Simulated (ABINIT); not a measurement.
## Ag: band structure with r2SCAN

Ag:

```
CELL_PARAMETERS angstrom
0.00000 2.04275 2.04275
2.04275 0.00000 2.04275
2.04275 2.04275 0.00000
ATOMIC_POSITIONS crystal
Ag 0.00000 0.00000 0.00000
```

| Item | Value |
| --- | --- |
| Program | ABINIT 10.8.3 (patched build) |
| Task | band structure |
| Functional | r2SCAN |
| Potentials or basis | JTH PAW PBE v2.0 |
| Cutoff | 544 eV |
| k mesh | 11 × 11 × 11 |
| Occupations | fermi-dirac, width 0.05 eV |
| Spin | no spin polarisation |
| Fine-grid cutoff | 1088.46 eV |

* Pressure: 1.1 GPa
* Band gap on the k mesh: none (metal or under the smearing width)
* Valence electrons inside the program's atomic spheres: Ag 9.84 (radii [1.331] Å)

Levels at the corners of the path, in eV from the Fermi level:
| point | band 2 | band 3 | band 4 | band 5 | band 6 | band 7 | band 8 | band 9 |
| --- | --- | --- | --- | --- | --- | --- | --- | --- |
| Γ | -5.42 | -5.42 | -5.42 | -4.37 | -4.37 | 16.94 | 20.56 | 20.56 |
| X | -6.95 | -3.59 | -3.33 | -3.33 | 1.45 | 6.69 | 10.98 | 10.98 |
| W | -5.68 | -5.68 | -4.35 | -3.33 | 5.92 | 5.92 | 7.07 | 8.21 |
| K | -6.20 | -4.66 | -4.14 | -3.62 | 4.19 | 5.23 | 7.13 | 13.13 |
| Γ | -5.42 | -5.42 | -5.42 | -4.37 | -4.37 | 16.94 | 20.56 | 20.56 |
| L | -5.44 | -5.44 | -3.55 | -3.55 | -0.63 | 3.43 | 16.06 | 18.62 |
| U | -6.20 | -4.66 | -4.14 | -3.62 | 4.19 | 5.23 | 7.13 | 13.13 |
| W | -5.68 | -5.68 | -4.35 | -3.33 | 5.92 | 5.92 | 7.07 | 8.21 |
| L | -5.44 | -5.44 | -3.55 | -3.55 | -0.63 | 3.43 | 16.06 | 18.62 |
| K | -6.20 | -4.66 | -4.14 | -3.62 | 4.19 | 5.23 | 7.13 | 13.13 |

It took 59 s on 1 thread of Arm Neoverse V1, on a shared host, peak memory 0.11 GiB.

Caveat: the PAW data sets were made with another functional, which shifts forces and pressure a little.
